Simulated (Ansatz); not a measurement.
The system is MgSe.

```
Se Mg
1.0
     0.00000    2.72550    2.72550
     2.72550    0.00000    2.72550
     2.72550    2.72550    0.00000
Se Mg
1 1
Direct
  0.50000 0.50000 0.50000
  0.00000 0.00000 0.00000
```

Base run:

```yaml
Program: Ansatz 0.2.0
Functional: PBE0
Potentials_or_basis: Ansatz PAW
Cutoff: 420 eV
Density_cutoff: 1680 eV
k_mesh: 6 × 6 × 6
Occupations: fermi-dirac, width 0.05 eV
Spin: no spin polarisation
```

Its results: band gap on the k mesh 3.37 eV, indirect (least direct gap 4.27 eV).

Question: The run is repeated on the same cell with these changes: k mesh from 6 × 6 × 6 to 4 × 4 × 4; spin from no spin polarisation to spin-orbit coupling, no magnetisation; potential files from those of the base run to others of the same set. What comes out?

Answer: Band gap on the k mesh 3.24 eV, indirect (least direct gap 4.17 eV).

Several settings changed at once, so the effect can't be laid on one alone.

Caveats: some runs use coarse meshes.

Not every run made on this cell is shown here.
